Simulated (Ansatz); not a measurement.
Input:

```yaml
crystal:
  lattice:
    - [-4.805027, -2.774184, 4.372084]
    - [4.805027, -2.774184, 4.372084]
    - [0.0, 5.548368, 4.372084]
  atoms:
    - { symbol: Al, position: [0.14790401, 0.14790401, 0.14790401] }
    - { symbol: Al, position: [0.35209603, 0.35209603, 0.35209603] }
    - { symbol: Al, position: [0.64790406, 0.64790406, 0.64790406] }
    - { symbol: Al, position: [0.85209608, 0.85209608, 0.85209608] }
    - { symbol: O, position: [0.40307281, 0.59692732, 0.75000004] }
    - { symbol: O, position: [0.4030728, 0.25000004, 0.59692727] }
    - { symbol: O, position: [0.59692729, 0.75000005, 0.40307282] }
    - { symbol: O, position: [0.75000006, 0.4030728, 0.5969273] }
    - { symbol: O, position: [0.25000003, 0.5969273, 0.40307279] }
    - { symbol: O, position: [0.59692729, 0.40307278, 0.25000005] }
    - { symbol: Al, position: [0.64790403, 0.64790403, 0.14790407] }
    - { symbol: Al, position: [0.85209605, 0.85209605, 0.35209609] }
    - { symbol: Al, position: [0.14790404, 0.14790404, 0.647904] }
    - { symbol: Al, position: [0.35209606, 0.35209606, 0.85209602] }
    - { symbol: O, position: [0.90307283, 0.09692729, 0.75000004] }
    - { symbol: "N", position: [0.59692731, 0.90307283, 0.75000007], spin: 1.0 }
    - { symbol: O, position: [0.09692728, 0.25000003, 0.40307276] }
    - { symbol: O, position: [0.25000004, 0.90307282, 0.5969273] }
    - { symbol: O, position: [0.75000005, 0.09692727, 0.40307279] }
    - { symbol: O, position: [0.09692726, 0.9030728, 0.25000005] }
    - { symbol: Al, position: [0.64790406, 0.14790404, 0.64790403] }
    - { symbol: Al, position: [0.85209608, 0.35209606, 0.85209605] }
    - { symbol: Al, position: [0.14790401, 0.64790403, 0.14790404] }
    - { symbol: Al, position: [0.35209603, 0.85209605, 0.35209606] }
    - { symbol: O, position: [0.9030728, 0.59692728, 0.25000008] }
    - { symbol: O, position: [0.90307279, 0.25000001, 0.09692732] }
    - { symbol: O, position: [0.0969273, 0.75000008, 0.90307278] }
    - { symbol: O, position: [0.25000001, 0.40307277, 0.09692729] }
    - { symbol: O, position: [0.75000008, 0.59692732, 0.90307281] }
    - { symbol: O, position: [0.0969273, 0.40307281, 0.75000001] }
    - { symbol: Al, position: [0.14790404, 0.64790406, 0.64790403] }
    - { symbol: Al, position: [0.35209606, 0.85209608, 0.85209605] }
    - { symbol: Al, position: [0.64790403, 0.14790401, 0.14790404] }
    - { symbol: Al, position: [0.85209605, 0.35209603, 0.35209606] }
    - { symbol: O, position: [0.40307278, 0.09692727, 0.25000002] }
    - { symbol: O, position: [0.40307277, 0.75000003, 0.09692732] }
    - { symbol: O, position: [0.59692733, 0.25000006, 0.90307278] }
    - { symbol: O, position: [0.75000003, 0.90307279, 0.09692735] }
    - { symbol: O, position: [0.25000006, 0.09692731, 0.90307275] }
magnetization:
  spin_polarized: true
basis:
  ecutwfc: 420.0
kpoints:
  mp_grid: { grid: [2, 2, 2] }
hamiltonian:
  xc: pbe
  pseudopotentials: { kind: paw, azcp: { folder: soft_1 } }
scf:
  occupations: { method: gaussian, width: 0.05 }
  lower_state_search: "off"
relax:
  f_tol: 0.03
  max_steps: 60
  adjacent_minimum: "off"
```

Command:

```bash
$ ansatz run input.yaml --threads 4 --pin off --max-ram 10240MiB --backend cpu --events-out ev --progress --plain --runs-dir out
```

Hardware: 4 threads of AMD EPYC 9R45 96-Core Processor (Zen 5), with other jobs on the host.

Roughly how long does this run take, and how much memory?

15 s, with a peak of 1.6 GiB, for 5 ionic steps.
